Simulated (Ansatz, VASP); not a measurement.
Cd2S in VASP and in Ansatz

The input INCAR:

```
SYSTEM = Cd2S
PREC     = Accurate       ! precision mode
ENCUT    = 520            ! plane-wave cutoff, eV
EDIFF    = 1E-7           ! SCF threshold, eV
ISMEAR   = -1             ! smearing method
SIGMA    = 0.05           ! smearing width, eV
LREAL    = .FALSE.        ! projectors in reciprocal space
LASPH    = .TRUE.         ! aspherical terms in the spheres
NELM     = 100            ! most SCF steps
ALGO     = Normal         ! electronic algorithm
ISIF     = 2              ! what is computed and relaxed
LWAVE    = .FALSE.        ! write WAVECAR
LCHARG   = .TRUE.         ! write CHGCAR
LELF     = .TRUE.         ! ELF
LVHAR    = .TRUE.       
NBANDS   = 22             ! bands
```

KPOINTS

```
Automatic mesh
0
G
  8 8 5
  0 0 0
```

File POSCAR:

```
Cd2S
1.0
    3.8817765334      0.0000000000      0.0000000000
   -1.9408882667      3.3617170898      0.0000000000
    0.0000000000      0.0000000000      5.6906037861
Cd S
2 1
Direct
    0.3333333333      0.6666666667      0.9327170000
    0.6666666667      0.3333333333      0.5787350000
    0.3333333333      0.6666666667      0.3657050000
```

input.yaml

```yaml
crystal:
  lattice:
    - [3.8817765334, 0.0, 0.0]
    - [-1.9408882667, 3.3617170898, 0.0]
    - [0.0, 0.0, 5.6906037861]
  atoms:
    - { symbol: Cd, position: [0.3333333333, 0.6666666667, 0.932717] }
    - { symbol: Cd, position: [0.6666666667, 0.3333333333, 0.578735] }
    - { symbol: S, position: [0.3333333333, 0.6666666667, 0.365705] }
kpoints:
  mp_grid: { grid: [8, 8, 5] }
scf:
  occupations: { method: fermi_dirac, width: 0.05 }
hamiltonian:
  xc: lda
  pseudopotentials: { kind: all_electron, lapw: { basis_error: 0.002 } }
output:
  forces: true
  stress: true
  eigenvalues: true
```

Change from the starting cell: volume scaled by 0.94.

Alike in both runs: task single point; functional LDA; k mesh 8 × 8 × 5; occupations fermi-dirac, width 0.05 eV; no spin polarisation.

```csv
,VASP,Ansatz
version,VASP 6.6.1,Ansatz 0.2.0
potentials or method,"VASP PAW LDA potentials, release 64 (Cd, S)","all-electron LAPW, scalar-relativistic"
plane-wave cutoff (eV),520,see its input
```

Ansatz gave:

```
gap on the k mesh at the Fermi level (eV)       : 0.21
least direct gap on the mesh (eV)               : 0.58
pressure (GPa)                                  : -2.4
largest component of the traceless stress (GPa) : 0.20
rms of the force components (eV/Å)              : 0.054
```

Task: Which values does VASP return?

Result: gap on the k mesh at the Fermi level (eV): 0.21; least direct gap on the mesh (eV): 0.58; pressure (GPa): -2.0; largest component of the traceless stress (GPa): 0.05; rms of the force components (eV/Å): 0.063.

Atom by atom the forces differ by 0.010 eV/Å (rms over components). Ansatz ran all-electron here, so the differences hold the error of VASP's frozen core and of both bases.

Caveats: an odd mesh through Γ misses points on the zone boundary, where band edges often lie.
